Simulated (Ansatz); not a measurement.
Consider the substitution at a C–C bond: `C=CC(C)C` + `C=COCO` → `C=COCOC` + `C=CCC`.

Program: Ansatz. Geometries: PBE0-D4/def2-TZVP. ΔE: electronic, gas phase. CCSD(T)/CBS is the MP2 limit (def2-TZVPP, def2-QZVPP) plus CCSD(T) − MP2 in def2-TZVPP, frozen cores. DFT in def2-TZVPP. B3LYP here is the variant with VWN-RPA as its local correlation; programs differ in this. Each species was taken in one conformer, which may not be the lowest.

`C=CC(C)C`:

```xyz
15

C     2.058   -0.353   -0.069
C     1.099    0.562   -0.108
C    -0.333    0.386    0.297
C    -1.251    0.753   -0.868
C    -0.655   -0.998    0.833
H     3.065   -0.123   -0.396
H     1.880   -1.361    0.290
H     1.346    1.555   -0.483
H    -0.523    1.114    1.099
H    -1.039    1.758   -1.241
H    -2.300    0.721   -0.563
H    -1.116    0.053   -1.697
H    -0.034   -1.252    1.695
H    -0.497   -1.762    0.066
H    -1.701   -1.052    1.144
```

`C=COCO`:

Cartesian coordinates in Å:
```
C -0.392 -1.626 0.493
C -0.050 -0.521 1.151
O 0.158 0.710 0.651
C 0.038 0.853 -0.750
O 0.279 2.164 -1.086
H -0.522 -2.542 1.053
H -0.557 -1.666 -0.575
H 0.099 -0.522 2.225
H 0.740 0.154 -1.230
H -0.985 0.620 -1.062
H 1.192 2.376 -0.870
```

`C=COCOC`:

```xyz
14

C     1.496    2.108   -0.330
C     1.238    0.810   -0.343
O     0.121    0.296   -0.914
C    -0.079   -1.080   -0.700
O    -0.381   -1.391    0.612
C    -1.621   -0.874    1.043
H     0.810    2.826   -0.762
H     2.413    2.465    0.116
H     1.910    0.078    0.102
H    -0.896   -1.351   -1.380
H     0.829   -1.641   -0.946
H    -1.621    0.220    1.045
H    -1.782   -1.237    2.057
H    -2.437   -1.229    0.400
```

`C=CCC`:

Cartesian coordinates in Å:
```
C -1.862 -0.477 0.525
C -0.913 -0.075 -0.308
C 0.525 -0.465 -0.230
C 1.446 0.736 -0.053
H -1.643 -1.154 1.346
H -2.890 -0.149 0.419
H -1.176 0.608 -1.116
H 0.666 -1.174 0.592
H 0.803 -0.993 -1.151
H 1.322 1.451 -0.871
H 1.227 1.260 0.880
H 2.494 0.430 -0.034
```

| level | ΔE (kJ/mol) |
| --- | --- |
| B3LYP | 29.4 |
| MP2/def2-QZVPP | 49.7 |

Problem. What does CCSD(T)/CBS give? (An estimate is asked.)

Solution. The calculation gave: +44.0 kJ/mol. The listed levels differ from it by -14.6, 5.7 kJ/mol.

Largest T1 diagnostic among the species: 0.012.

From PBE to PBE0 (25 % exact exchange), in def2-TZVPP and without D4, ΔE moves by +3.3 kJ/mol. In def2-TZVPP, CCSD(T) changes the Hartree–Fock value by +15.4 kJ/mol (the triples alone add +1.3 kJ/mol) and MP2 by +22.2 kJ/mol. The D4 term adds +4.5 kJ/mol with B3LYP and +2.2 kJ/mol with PBE0; it sums over pairs of atoms, weighted by their polarisabilities, and B3LYP, whose exchange is more repulsive, gets the larger term.

CCSD(T)/CBS has its own doubt, a few kJ/mol and more with outer-core shells, so smaller differences from it don't rank the levels.
